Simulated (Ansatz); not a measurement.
# SnS: the cost of one run

Program: Ansatz 0.2.0. Level of theory: reference: DFT r2SCAN, plane waves, PAW, scalar-relativistic, no spin polarisation. These are calculated values, not measurements.

### 1 The system as given

The structure is orthorhombic, space group Pnma (No. 62). Conventional cell: a = 11.121 Å, b = 3.959 Å, c = 4.307 Å, α = 90.00°, β = 90.00°, γ = 90.00°. Around Sn (site symmetry m) lie 3 S at 2.61 to 2.67 Å. Around S (site symmetry m) lie 3 Sn at 2.61 to 2.67 Å.

As a file:

```cif
data_structure
_symmetry_space_group_name_H-M 'P 1'
_symmetry_Int_Tables_number 1
_cell_length_a 3.9592
_cell_length_b 4.3073
_cell_length_c 11.1215
_cell_angle_alpha 90.000
_cell_angle_beta 90.000
_cell_angle_gamma 90.000
_cell_volume 189.66
loop_
_atom_site_label
_atom_site_type_symbol
_atom_site_fract_x
_atom_site_fract_y
_atom_site_fract_z
_atom_site_occupancy
Sn1 Sn 0.25000 0.11500 0.11800 1
Sn2 Sn 0.25000 0.38500 0.61800 1
Sn3 Sn 0.75000 0.88500 0.88200 1
Sn4 Sn 0.75000 0.61500 0.38200 1
S1 S 0.75000 0.52200 0.15000 1
S2 S 0.75000 0.97800 0.65000 1
S3 S 0.25000 0.47800 0.85000 1
S4 S 0.25000 0.02200 0.35000 1
```

### 2 The reference run

File input.yaml:

```yaml
crystal:
  lattice:
    - [3.95917239, 0.0, 0.0]
    - [0.0, 4.30734081, 0.0]
    - [0.0, 0.0, 11.12149429]
  atoms:
    - { symbol: Sn, position: [0.25, 0.115, 0.118] }
    - { symbol: Sn, position: [0.25, 0.385, 0.618] }
    - { symbol: Sn, position: [0.75, 0.885, 0.882] }
    - { symbol: Sn, position: [0.75, 0.615, 0.382] }
    - { symbol: S, position: [0.75, 0.522, 0.15] }
    - { symbol: S, position: [0.75, 0.978, 0.65] }
    - { symbol: S, position: [0.25, 0.478, 0.85] }
    - { symbol: S, position: [0.25, 0.022, 0.35] }
  symmetry: { tolerance: 0.0003 }
kpoints:
  mp_grid: { grid: [5, 4, 2], shift: [0, 0, 0] }
magnetization:
  spin_polarized: false
scf:
  occupations: { method: gaussian, width: 0.2956 }
hamiltonian:
  pseudopotentials: { kind: paw }
  xc: r2scan
basis:
  ecutwfc: 500
output:
  forces: true
  stress: true
  eigenvalues: true
```

Run with:

```console
> ansatz run input.yaml --threads 1 --pin off --max-ram 2560MiB --backend cpu --events-out ev --progress --plain --runs-dir out
```

**Question.** How long does this run take on 1 thread of Intel Xeon Platinum 8488C (Sapphire Rapids), shared host, and how much memory does it need?

About 14 s, with a peak of 0.97 GiB.
